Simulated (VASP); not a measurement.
# Hf2S (P6_3/mmc) in VASP: single point with LDA

Aim: the single point of Hf2S with LDA.

All numbers are computed with VASP 6.6.1; they aren't measurements. Logs are shortened: lines on timing, memory, paths and dates and some standing lists are left out, and cuts for length are marked.

## 1. Starting point

The structure is hexagonal, space group P6_3/mmc (No. 194). The conventional cell has a = 3.374 Å, b = 3.374 Å, c = 11.717 Å, α = 90.00°, β = 90.00°, γ = 120.00°. Hf (site symmetry 3m) is surrounded by 3 S at 2.62 Å. S (site symmetry -6m2) has 6 Hf at 2.62 Å as nearest neighbours.

The cell comes from a database or a generator and needn't be the stable form of this composition.

## 2. Single point, LDA

The input, INCAR:

```
SYSTEM = Hf2S
  PREC = Accurate
  ENCUT = 520
  EDIFF = 1E-6
  ISMEAR = -1
  SIGMA = 0.1
  LREAL = .FALSE.
  LASPH = .TRUE.
  NELM = 100
  ALGO = Normal
  ISIF = 2
  LWAVE = .FALSE.
  LCHARG = .TRUE.
  GGA = CA
  LELF = .TRUE.
  LVHAR = .TRUE.
  NBANDS = 35
```

The input, KPOINTS:

```
Automatic mesh
0
G
  8 8 2
  0 0 0
```

The input, POSCAR:

```
Hf2S
1.0
    3.3742740000      0.0000000000      0.0000000000
   -1.6871370000      2.9222070000      0.0000000000
    0.0000000000      0.0000000000     11.7174070000
Hf S
4 2
Direct
    0.6666670000      0.3333330000      0.8998120000
    0.3333330000      0.6666670000      0.3998120000
    0.6666670000      0.3333330000      0.6001880000
    0.3333330000      0.6666670000      0.1001880000
    0.0000000000      0.0000000000      0.7500000000
    0.0000000000      0.0000000000      0.2500000000
```

Potentials or basis: VASP PAW LDA potentials, release 64 (Hf_pv, S).

On the command line:

```
$ cat potpaw_LDA.64/Hf_pv/POTCAR potpaw_LDA.64/S/POTCAR > POTCAR
$ mpirun -np 1 vasp_std > vasp.out
```

OUTCAR:

```text
SYSTEM = Hf2S
   PREC = Accurate
   ENCUT = 520
   EDIFF = 1E-6
   ISMEAR = -1
   LREAL = .FALSE.
   LASPH = .TRUE.
   NELM = 100
   ISIF = 2
   GGA = CA

 ion  position               nearest neighbor table
   1  0.667  0.333  0.900-   5 2.62   5 2.62   5 2.62   4 3.05   4 3.05   4 3.05   3 3.51
   2  0.333  0.667  0.400-   6 2.62   6 2.62   6 2.62   3 3.05   3 3.05   3 3.05   4 3.51
   3  0.667  0.333  0.600-   5 2.62   5 2.62   5 2.62   2 3.05   2 3.05   2 3.05   1 3.51
   4  0.333  0.667  0.100-   6 2.62   6 2.62   6 2.62   1 3.05   1 3.05   1 3.05   2 3.51
   5  0.000  0.000  0.750-   1 2.62   3 2.62   1 2.62   3 2.62   1 2.62   3 2.62
   6  0.000  0.000  0.250-   2 2.62   4 2.62   2 2.62   4 2.62   2 2.62   4 2.62

  LATTYP: Found a hexagonal cell.
 ALAT       =     3.3742740000
 C/A-ratio  =     3.4725712850

  Lattice vectors:

 A1 = (   3.3742740000,   0.0000000000,   0.0000000000)
 A2 = (  -1.6871370000,   2.9222070000,   0.0000000000)
 A3 = (   0.0000000000,   0.0000000000,  11.7174070000)

Analysis of symmetry for initial positions (statically):
=====================================================================
 Subroutine PRICEL returns:
 Original cell was already a primitive cell.

 Routine SETGRP: Setting up the symmetry group for a
 hexagonal supercell.

 Subroutine GETGRP returns: Found 24 space group operations
 (whereof 12 operations were pure point group operations)
 out of a pool of 24 trial point group operations.

The static configuration has the point symmetry D_3d.
 The point group associated with its full space group is D_6h.

Analysis of symmetry for dynamics (positions and initial velocities):
=====================================================================
 Subroutine PRICEL returns:
 Original cell was already a primitive cell.

 Routine SETGRP: Setting up the symmetry group for a
 hexagonal supercell.

 Subroutine GETGRP returns: Found 24 space group operations
 (whereof 12 operations were pure point group operations)
 out of a pool of 24 trial point group operations.

The dynamic configuration has the point symmetry D_3d.
 The point group associated with its full space group is D_6h.

 Subroutine INISYM returns: Found 24 space group operations
 (whereof 12 operations are pure point group operations),
 and found     1 'primitive' translations

----------------------------------------------------------------------------------------

                                     Primitive cell

  volume of cell :     115.5375

  direct lattice vectors                    reciprocal lattice vectors
     3.374274000  0.000000000  0.000000000     0.296360047  0.171103553  0.000000000
    -1.687137000  2.922207000  0.000000000     0.000000000  0.342207106  0.000000000
     0.000000000  0.000000000 11.717407000     0.000000000  0.000000000  0.085343114

  length of vectors
     3.374274000  3.374273997 11.717407000     0.342207106  0.342207106  0.085343114

  position of ions in fractional coordinates (direct lattice)
     0.666667000  0.333333000  0.899812000
     0.333333000  0.666667000  0.399812000
     0.666667000  0.333333000  0.600188000
     0.333333000  0.666667000  0.100188000
     0.000000000  0.000000000  0.750000000
     0.000000000  0.000000000  0.250000000

  ion indices of the primitive-cell ions
   primitive index   ion index
                 1           1
                 2           2
                 3           3
                 4           4
                 5           5
                 6           6

----------------------------------------------------------------------------------------

 KPOINTS: Automatic mesh

Automatic generation of k-mesh.
 Grid dimensions read from file:
 generate k-points for:    8    8    2

 Generating k-lattice:

  Cartesian coordinates                     Fractional coordinates (reciprocal lattice)
     0.037045006  0.021387944  0.000000000     0.125000000  0.000000000  0.000000000
     0.000000000  0.042775888  0.000000000     0.000000000  0.125000000  0.000000000
     0.000000000  0.000000000  0.042671557     0.000000000  0.000000000  0.500000000

  Length of vectors
     0.042775888  0.042775888  0.042671557

  Shift w.r.t. Gamma in fractional coordinates (k-lattice)
     0.000000000  0.000000000  0.000000000

 Subroutine IBZKPT returns following result:
 ===========================================

 Found     20 irreducible k-points:

 Following reciprocal coordinates:
            Coordinates               Weight
  0.000000  0.000000  0.000000      1.000000
  0.125000 -0.000000  0.000000      6.000000
  0.250000 -0.000000  0.000000      6.000000
  0.375000 -0.000000  0.000000      6.000000
  0.500000 -0.000000  0.000000      3.000000
  0.125000  0.125000  0.000000      6.000000
[... 12 lines left out ...]
  0.250000  0.250000  0.500000      6.000000
  0.375000  0.250000  0.500000      6.000000
   k-points           NKPTS =     20   k-points in BZ     NKDIM =     20   number of bands    NBANDS=     35
   number of dos      NEDOS =    301   number of ions     NIONS =      6
   total plane-waves  NPLWV =  70560
   dimension x,y,z NGX =    28 NGY =   28 NGZ =   90
   dimension x,y,z NGXF=    56 NGYF=   56 NGZF=  180
   ions per type =               4   2
   NGX,Y,Z   is equivalent  to a cutoff of  13.80, 13.80, 12.77 a.u.
   NGXF,Y,Z  is equivalent  to a cutoff of  27.59, 27.59, 25.54 a.u.
 SYSTEM =  Hf2S
   PREC   = accura    normal or accurate (medium, high low for compatibility)
   ISTART =      0    job   : 0-new  1-cont  2-samecut
   ICHARG =      2    charge: 1-file 2-atom 10-const
   ISPIN  =      1    spin polarized calculation?
   LNONCOLLINEAR =      F non collinear calculations
   LSORBIT =      F    spin-orbit coupling
   LASPH  =      T    aspherical Exc in radial PAW
   ENCUT  =  520.0 eV  38.22 Ry    6.18 a.u.   6.27  6.27 21.79*2*pi/ulx,y,z
   NELM   =    100;   NELMIN=  2; NELMDL= -5     # of ELM steps
   EDIFF  = 0.1E-05   stopping-criterion for ELM
   LREAL  =      F    real-space projection
   EDIFFG = 0.1E-04   stopping-criterion for IOM
   NSW    =      0    number of steps for IOM
   IBRION =     -1    ionic relax: 0-MD 1-quasi-New 2-CG
   NFREE  =      0    steps in history (QN), initial steepest desc. (CG)
   ISIF   =      2    stress and relaxation
   ISYM   =      2    0-nonsym 1-usesym 2-fastsym
   POTIM  = 0.5000    time-step for ionic-motion
   TEBEG  =    0.0;   TEEND  =   0.0 temperature during run
   PSTRESS=    0.0 pullay stress
   NELECT =      52.0000    total number of electrons
   NUPDOWN=      -1.0000    fix difference up-down
   EMIN   =  10.00;   EMAX   =-10.00  energy-range for DOS
   EFERMI =   0.00;   METHOD = LEGACY
   ISMEAR =    -1;   SIGMA  =   0.10  broadening in eV -4-tet -1-fermi 0-gaus
   EFERMI_NEDOS =   21; number of points for ismear=-14 and -15
   IALGO  =     38    algorithm
   IMIX   =      4    mixing-type and parameters
     AMIX     =   0.40;   BMIX     =  1.00
     AMIX_MAG =   1.60;   BMIX_MAG =  1.00
  volume/ion in A,a.u.               =      19.26       129.95
  Fermi-wavevector in a.u.,A,eV,Ry     =   1.254590  2.370830 21.415501  1.573995
  Thomas-Fermi vector in A             =   2.388387
   LORBIT       =      0    0 simple, 1 ext, 2 COOP (PROOUT), +10 PAW based schemes
   GGA     = CA    functional components
   LHFCALC =     F    Hartree Fock is set to
   AEXX    =    0.0000 exact exchange contribution
   IVDW    =     0    specifies the selected vdW correction
   LEPSILON=     F    determine dielectric tensor
   LRPA    =     F    only Hartree local field effects (RPA)
 non-spin polarized calculation
  energy-cutoff  :      520.00
  volume of cell :      115.54
 maximum number of plane-waves:      3139
 NGX is ok and might be reduce to    28
   NGX = 13   NGY = 13   NGZ = 43

 number of electron      52.0000002 magnetization

 Free energy of the ion-electron system (eV)
  ---------------------------------------------------
  ext. energy  EPLUGINS =         0.00000000
  ---------------------------------------------------
  free energy    TOTEN  =       -58.92196625 eV

  energy without entropy =      -58.84323030  energy(sigma->0) =      -58.88259828

 E-fermi :   6.2700     XC(G=0): -11.5821

 val. band max:        6.2284397791   @ k =   0.0000   0.0000   0.0000
 cond. band min:       6.3031431378   @ k =   0.3750   0.2500   0.0000
 fundamental gap:      0.0747033587
 Fermi energy:         6.2700487152

 k-point     1 :       0.0000    0.0000    0.0000
  band No.  band energies     occupation
      1     -24.8592      2.00000
      2     -24.7407      2.00000
      3     -24.3952      2.00000
      4     -24.3205      2.00000
      5     -24.3205      2.00000
      6     -24.3111      2.00000
[... 27 lines left out ...]
     34       8.8205      0.00000
     35       9.0371      0.00000

 k-point     2 :       0.1250   -0.0000    0.0000
  band No.  band energies     occupation
      1     -24.8373      2.00000
      2     -24.7243      2.00000
      3     -24.4616      2.00000
      4     -24.3980      2.00000
      5     -24.3383      2.00000
      6     -24.3286      2.00000
[... 27 lines left out ...]
     34       8.6087      0.00000
     35       8.8430      0.00000

 k-point     3 :       0.2500   -0.0000    0.0000
  band No.  band energies     occupation
      1     -24.7882      2.00000
      2     -24.6930      2.00000
      3     -24.5910      2.00000
      4     -24.5408      2.00000
      5     -24.3926      2.00000
      6     -24.3792      2.00000
[... 27 lines left out ...]
     34       9.0637      0.00000
     35       9.1545      0.00000
[... 571 lines left out ...]
 k-point    19 :       0.2500    0.2500    0.5000
  band No.  band energies     occupation
      1     -24.7130      2.00000
      2     -24.7130      2.00000
      3     -24.6564      2.00000
      4     -24.6564      2.00000
      5     -24.5563      2.00000
      6     -24.5563      2.00000
[... 27 lines left out ...]
     34       9.6212      0.00000
     35      10.5585      0.00000

 k-point    20 :       0.3750    0.2500    0.5000
  band No.  band energies     occupation
      1     -24.6991      2.00000
      2     -24.6991      2.00000
      3     -24.6726      2.00000
      4     -24.6726      2.00000
      5     -24.5810      2.00000
      6     -24.5810      2.00000
[... 27 lines left out ...]
     34       9.8832      0.00000
     35      10.0908      0.00000

------------------------ aborting loop because EDIFF is reached ----------------------------------------

  FORCE on cell =-STRESS in cart. coord.  units (eV):
  Direction    XX          YY          ZZ          XY          YZ          ZX
  --------------------------------------------------------------------------------------
  -------------------------------------------------------------------------------------
  Total       -4.6327177     -4.6327177     -4.4982055      0.0000000      0.0000000      0.0000000
  in kB      -64.2426698    -64.2426696    -62.3773666      0.0000000      0.0000000      0.0000000
  external PRESSURE =     -63.6209020 kB  Pullay stress =       0.0000000 kB

 VOLUME and BASIS-vectors are now :
 -----------------------------------------------------------------------------
  energy-cutoff  :      520.00
  volume of cell :      115.54
      direct lattice vectors                 reciprocal lattice vectors
     3.374274000  0.000000000  0.000000000     0.296360047  0.171103553  0.000000000
    -1.687137000  2.922207000  0.000000000     0.000000000  0.342207106  0.000000000
     0.000000000  0.000000000 11.717407000     0.000000000  0.000000000  0.085343114

 POSITION                                       TOTAL-FORCE (eV/Angst)
 -----------------------------------------------------------------------------------
      1.68714      0.97407     10.54346        -0.000000      0.000000     -0.184052
     -0.00000      1.94814      4.68476         0.000000     -0.000000     -0.184052
      1.68714      0.97407      7.03265        -0.000000      0.000000      0.184052
     -0.00000      1.94814      1.17394         0.000000     -0.000000      0.184052
      0.00000      0.00000      8.78806         0.000000     -0.000000      0.000000
      0.00000      0.00000      2.92935         0.000000      0.000000      0.000000
 -----------------------------------------------------------------------------------
    total drift:                                0.000000      0.000000      0.000000

  FREE ENERGIE OF THE ION-ELECTRON SYSTEM (eV)
  ---------------------------------------------------
  free  energy   TOTEN  =       -58.9219662531 eV

  energy  without entropy=      -58.8432303022  energy(sigma->0) =      -58.88259828
```

It took 71 s on 1 thread of Intel Xeon 6975P-C (Granite Rapids), shared host; peak memory 0.24 GiB.

Results:

```yaml
Free_energy: -58.9220 eV
Pressure: -6.4 GPa
Largest_force: 0.184 eV/Å
Band_gap_on_the_k_mesh: none (metal or under the smearing width)
```

Forces in eV/Å, atoms in the order of the input:
```
Hf   0.000  0.000 -0.184
Hf   0.000  0.000 -0.184
Hf   0.000  0.000  0.184
Hf   0.000  0.000  0.184
S    0.000  0.000  0.000
S    0.000  0.000  0.000
```

Levels at points of the mesh, in eV from the Fermi level:
```tsv
k point	band 22	band 23	band 24	band 25	band 26	band 27	band 28	band 29	band 30	band 31
(0.00, 0.00, 0.00)	-3.02	-1.46	-0.14	-0.04	0.41	0.41	0.50	0.50	0.76	0.76
(0.50, 0.00, 0.00)	-2.41	-1.73	-1.29	-1.15	-0.71	-0.48	0.78	1.03	2.46	3.23
(0.00, 0.00, 0.50)	-3.32	-1.13	-1.13	0.35	0.35	0.35	0.35	1.38	1.38	1.54
(0.50, 0.00, 0.50)	-2.34	-1.73	-1.73	-0.94	-0.94	0.35	0.35	1.35	1.35	3.87
```
